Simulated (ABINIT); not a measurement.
# Pd (Fm-3m) in ABINIT: a series of runs, part 2 of 2

ABINIT 10.8.3 (patched build). Earlier steps stand in the parts before.

### 3 Single point, PBE

File run.abi:

```
# Pseudopotentials
pp_dirpath "./"
pseudos "Pd.GGA_PBE-JTH.xml"

# Structure
acell 5.2019751464 5.2019751464 5.2019751464
rprim
     0.0000000000     0.7071067812     0.7071067812
     0.7071067812     0.0000000000     0.7071067812
     0.7071067812     0.7071067812     0.0000000000
ntypat 1
znucl 46
natom 1
typat 1
xred
     0.0000000000     0.0000000000     0.0000000000

# Plane-wave basis
ecut 23.0
pawecutdg 45.0

# k points
kptopt 1
ngkpt 5 5 5
nshiftk 1
shiftk 0.0 0.0 0.0

# Exchange and correlation
ixc 11

# Bands and occupations
nband 13
occopt 3
tsmear 0.05 eV

# SCF cycle
nstep 100
tolvrs 1.0e-9

# Output
iomode 3
prtwf 0
prtden 0
prteig 0
prtebands 0
```

Potentials or basis: JTH PAW PBE v2.0.

Launch:

```sh
$ abinit run.abi > log 2>&1
```

run.abo:

```text
.Version 10.8.3 of ABINIT
 Symmetries : space group Fm -3 m (#225); Bravais cF (face-center cubic)
================================================================================
 Values of the parameters that define the memory need of the present run
     intxc =       0    ionmov =       0      iscf =      17    lmnmax =      18
     lnmax =       6     mgfft =      24  mpssoang =       3    mqgrid =    3001
     natom =       1  nloc_mem =       2    nspden =       1   nspinor =       1
    nsppol =       1      nsym =      48    n1xccc =       1    ntypat =       1
    occopt =       3   xclevel =       2
       mpw =         533          nfft =       13824          nkpt =          10
 PAW method is used; the additional fine FFT grid is defined by:
   mgfftf=        32    nfftf =     32768
================================================================================
================================================================================

--------------------------------------------------------------------------------
------------- Echo of variables that govern the present computation ------------
--------------------------------------------------------------------------------
 -outvars: echo values of preprocessed input variables --------
            acell      5.2019751464E+00  5.2019751464E+00  5.2019751464E+00 Bohr
              amu      1.06420000E+02
             ecut      2.30000000E+01 Hartree
              ixc          11
         kptrlatt        5    0    0      0    5    0      0    0    5
          kptrlen      2.60098757E+01
            natom           1
            nband          13
            ngfft          24      24      24
          ngfftdg          32      32      32
             nkpt          10
            nstep         100
             nsym          48
           ntypat           1
           occopt           3
        pawecutdg      4.50000000E+01 Hartree
         pawxcdev           0
           prtden           0
        prtebands           0
           prteig           0
            prtwf           0
            rprim      0.0000000000E+00  7.0710678120E-01  7.0710678120E-01
                       7.0710678120E-01  0.0000000000E+00  7.0710678120E-01
                       7.0710678120E-01  7.0710678120E-01  0.0000000000E+00
          spgroup         225
           tolvrs      1.00000000E-09
           tsmear      1.83746611E-03 Hartree
            typat      1
           useylm           1
            znucl       46.00000

[... 144 lines left out ...]
    1     -0.00000000000000    -0.00000000000000    -0.00000000000000
 frms,max,avg= 0.0000000E+00 0.0000000E+00   0.000E+00  0.000E+00  0.000E+00 e/A
 length scales=  5.201975146400  5.201975146400  5.201975146400 bohr
              =  2.752766697291  2.752766697291  2.752766697291 angstroms
 Fermi (or HOMO) energy (hartree) =   0.42982   Average Vxc (hartree)=  -0.46172
 Eigenvalues (hartree) for nkpt=  10  k points:
 kpt#   1, nband= 13, wtk=  0.00800, kpt=  0.0000  0.0000  0.0000 (reduced coord)
  -2.66011   -1.39247   -1.39247   -1.39247    0.16719    0.32744    0.32744    0.32744
   0.38680    0.38680    1.05955    1.23590    1.23590
      occupation numbers for kpt#   1
   2.00000    2.00000    2.00000    2.00000    2.00000    2.00000    2.00000    2.00000
   2.00000    2.00000    0.00000    0.00000    0.00000
 prteigrs : prtvol=0 or 1, do not print more k-points.

--- !EnergyTerms
iteration_state     : {dtset: 1, }
comment             : Components of total free energy in Hartree
kinetic             :  1.32948449023582E+01
hartree             :  1.44450571057982E+01
xc                  : -4.28685223355470E+00
Ewald energy        : -1.00962017211104E+02
psp_core            :  8.23455459894253E+00
local_psp           : -4.96970005101060E+01
PAW spherical_terms : -9.84157353601959E+00
internal            : -1.28812986883685E+02
'-kT*entropy'       : -1.20480009076321E-03
total_energy        : -1.28814191683776E+02
total_energy_eV     : -3.50521272387106E+03
...

--- !EnergyTermsDC
iteration_state     : {dtset: 1, }
comment             : '"Double-counting" decomposition of free energy'
band_energy         : -1.03459088804635E+01
Ewald energy        : -1.00962017211104E+02
psp_core            :  8.23455459894253E+00
xc_dc               : -1.37919975413880E+01
PAW spherical_terms : -1.19475990180292E+01
internal            : -1.28812968052042E+02
'-kT*entropy'       : -1.20480009076321E-03
total_energy_dc     : -1.28814172852133E+02
total_energy_dc_eV  : -3.50521221143595E+03
...

--- !EnergyTermsWithPAWCore
iteration_state     : {dtset: 1, }
comment             : 'Components of total free energy, including PAW core contributions'
Total energy        : -5.04602175218322E+03
Total energy DC     : -5.04602173335157E+03
Total energy (eV)   : -1.37309246904279E+05
Total energy DC (eV): -1.37309246391844E+05
...

 Cartesian components of stress tensor (hartree/bohr^3)
  sigma(1 1)= -3.19393859E-04  sigma(3 2)=  0.00000000E+00
  sigma(2 2)= -3.19393859E-04  sigma(3 1)=  0.00000000E+00
  sigma(3 3)= -3.19393859E-04  sigma(2 1)=  0.00000000E+00

-Cartesian components of stress tensor (GPa)         [Pressure=  9.3969E+00 GPa]
- sigma(1 1)= -9.39689176E+00  sigma(3 2)=  0.00000000E+00
- sigma(2 2)= -9.39689176E+00  sigma(3 1)=  0.00000000E+00
- sigma(3 3)= -9.39689176E+00  sigma(2 1)=  0.00000000E+00

== END DATASET(S) ==============================================================
================================================================================

 -outvars: echo values of variables after computation  --------
            acell      5.2019751464E+00  5.2019751464E+00  5.2019751464E+00 Bohr
           etotal     -1.2881417285E+02
            fcart     -0.0000000000E+00 -0.0000000000E+00 -0.0000000000E+00
            rprim      0.0000000000E+00  7.0710678120E-01  7.0710678120E-01
                       7.0710678120E-01  0.0000000000E+00  7.0710678120E-01
                       7.0710678120E-01  7.0710678120E-01  0.0000000000E+00
           strten     -3.1939385902E-04 -3.1939385902E-04 -3.1939385902E-04
                       0.0000000000E+00  0.0000000000E+00  0.0000000000E+00
 Calculation completed.
```

Run time: 6.8 s. Hardware: 1 thread of Arm Neoverse V2, shared host; peak memory 0.1 GiB.

What came out:

```yaml
Free_energy: -3505.2122 eV
Pressure: 9.4 GPa
Band_gap_on_the_k_mesh: none (metal or under the smearing width)
Valence_electrons_inside_the_program's_atomic_spheres: Pd 16.92 (radii [1.3291] Å)
```

Caveat: the k mesh is coarse (spacing up to 0.56 Å⁻¹), so the values aren't converged.

### 4 Single point, PBEsol

Changes to run.abi since step 3:

```diff
@@ -5,3 +5,3 @@
 # Structure
-acell 5.2019751464 5.2019751464 5.2019751464
+acell 2.7527666992 2.7527666992 2.7527666992 Angstrom
 rprim
@@ -23,3 +23,3 @@
 kptopt 1
-ngkpt 5 5 5
+ngkpt 10 10 10
 nshiftk 1
@@ -28,3 +28,3 @@
 # Exchange and correlation
-ixc 11
+ixc -116133
 
@@ -33,3 +33,3 @@
 occopt 3
-tsmear 0.05 eV
+tsmear 0.00183747
 
@@ -42,4 +42,8 @@
 prtwf 0
-prtden 0
 prteig 0
 prtebands 0
+enunit 1
+prtden 1
+prtvha 1
+prtvclmb 1
+prtpot 1
```

Potentials or basis: JTH PAW PBE v2.0.

Launch:

```sh
$ abinit run.abi > log 2>&1
```

run.abo:

```text
.Version 10.8.3 of ABINIT
 Symmetries : space group Fm -3 m (#225); Bravais cF (face-center cubic)
================================================================================
 Values of the parameters that define the memory need of the present run
     intxc =       0    ionmov =       0      iscf =      17    lmnmax =      18
     lnmax =       6     mgfft =      24  mpssoang =       3    mqgrid =    3001
     natom =       1  nloc_mem =       2    nspden =       1   nspinor =       1
    nsppol =       1      nsym =      48    n1xccc =       1    ntypat =       1
    occopt =       3   xclevel =       2
       mpw =         534          nfft =       13824          nkpt =          47
 PAW method is used; the additional fine FFT grid is defined by:
   mgfftf=        32    nfftf =     32768
================================================================================
================================================================================

--------------------------------------------------------------------------------
[... 228 lines left out ...]
 Cartesian components of stress tensor (hartree/bohr^3)
  sigma(1 1)=  9.90226700E-05  sigma(3 2)=  0.00000000E+00
  sigma(2 2)=  9.90226700E-05  sigma(3 1)=  0.00000000E+00
  sigma(3 3)=  9.90226700E-05  sigma(2 1)=  0.00000000E+00

-Cartesian components of stress tensor (GPa)         [Pressure= -2.9133E+00 GPa]
- sigma(1 1)=  2.91334753E+00  sigma(3 2)=  0.00000000E+00
- sigma(2 2)=  2.91334753E+00  sigma(3 1)=  0.00000000E+00
- sigma(3 3)=  2.91334753E+00  sigma(2 1)=  0.00000000E+00

== END DATASET(S) ==============================================================
================================================================================

 -outvars: echo values of variables after computation  --------
            acell      5.2019751500E+00  5.2019751500E+00  5.2019751500E+00 Bohr
           etotal     -1.2879653593E+02
            fcart     -0.0000000000E+00 -0.0000000000E+00 -0.0000000000E+00
            rprim      0.0000000000E+00  7.0710678120E-01  7.0710678120E-01
                       7.0710678120E-01  0.0000000000E+00  7.0710678120E-01
                       7.0710678120E-01  7.0710678120E-01  0.0000000000E+00
           strten      9.9022669977E-05  9.9022669977E-05  9.9022669977E-05
                       0.0000000000E+00  0.0000000000E+00  0.0000000000E+00
 Calculation completed.
```

Run time: 25 s. Hardware: 1 thread of Arm Neoverse V2, shared host; peak memory 0.12 GiB.

Results:

| Property | Result |
| --- | --- |
| Free energy | -3504.7323 eV |
| Pressure | -2.9 GPa |
| Band gap on the k mesh | none (metal or under the smearing width) |
| Valence electrons inside the program's atomic spheres | Pd 16.91 (radii [1.3291] Å) |

Levels at points of the mesh, in eV from the Fermi level:
```csv
k point,band 5,band 6,band 7,band 8,band 9,band 10,band 11,band 12,band 13
"(0.00, 0.00, 0.00)",-7.31,-2.88,-2.88,-2.88,-1.24,-1.24,17.04,21.82,21.82
"(0.50, 0.00, 0.00)",-5.38,-2.92,-2.92,-0.03,-0.03,0.93,7.20,16.40,20.95
"(0.50, 0.50, 0.00)",-5.46,-5.17,-0.06,0.28,0.28,3.26,10.61,13.08,13.08
```

Caveat: the PAW data sets were made with another functional, which shifts forces and pressure a little.

### 5 Single point, PBEsol

File run.abi:

```
pp_dirpath "./"
pseudos "Pd.GGA_PBE-JTH.xml"

acell 3*1.0 Angstrom
rprim
     0.0000000000     1.9465000000     1.9465000000
     1.9465000000     0.0000000000     1.9465000000
     1.9465000000     1.9465000000     0.0000000000
ntypat 1
znucl 46
natom 1
typat 1
xcart
     0.0000000000     0.0000000000     0.0000000000

ecut 23.0
pawecutdg 45.0

kptopt 1
ngkpt 16 16 16
nshiftk 1
shiftk 0.0 0.0 0.0

ixc -116133

nband 13
occopt 3
tsmear 0.05 eV

nstep 100
tolvrs 1.0e-9

iomode 3
prtwf 0
prtden 0
prteig 0
prtebands 0
enunit 2
```

Launch:

```sh
$ abinit run.abi > log 2>&1
```

Run time: 57 s. Hardware: 1 thread of Arm Neoverse V2, shared host; peak memory 0.13 GiB.

Results (log left out):

```
Free energy                                           : -3504.7201 eV
Pressure                                              : -2.6 GPa
Band gap on the k mesh                                : none (metal or under the smearing width)
Valence electrons inside the program's atomic spheres : Pd 16.91 (radii [1.3291] Å)
```

Levels at points of the mesh, in eV from the Fermi level:
```csv
k point,band 7,band 8,band 9,band 10,band 11,band 12
"(0.00, 0.00, 0.00)",-2.88,-2.88,-1.24,-1.24,17.03,21.82
"(0.50, 0.00, 0.00)",-2.93,-0.04,-0.04,0.92,7.19,16.39
"(0.50, 0.50, 0.00)",-0.06,0.28,0.28,3.25,10.60,13.07
```

Caveat: the PAW data sets were made with another functional, which shifts forces and pressure a little.

### 6 Summary

```csv
level,k mesh,mesh quality,gap on the mesh (eV),pressure (GPa)
PBEsol,7 × 7 × 7,coarse,none,-2.1
PBE,5 × 5 × 5,coarse,none,9.4
PBEsol,10 × 10 × 10,not flagged,none,-2.9
PBEsol,16 × 16 × 16,not flagged,none,-2.6
```

Alike in all rows: task single point; potentials or basis JTH PAW PBE v2.0; no spin polarisation; cell as given; cutoff (eV) 626; smearing fermi-dirac 0.05 eV.

Caveats: some runs use coarse meshes; the PAW data sets were made with another functional, which shifts forces and pressure a little (some runs).

Absolute energies hang on the potentials; compare differences alone.
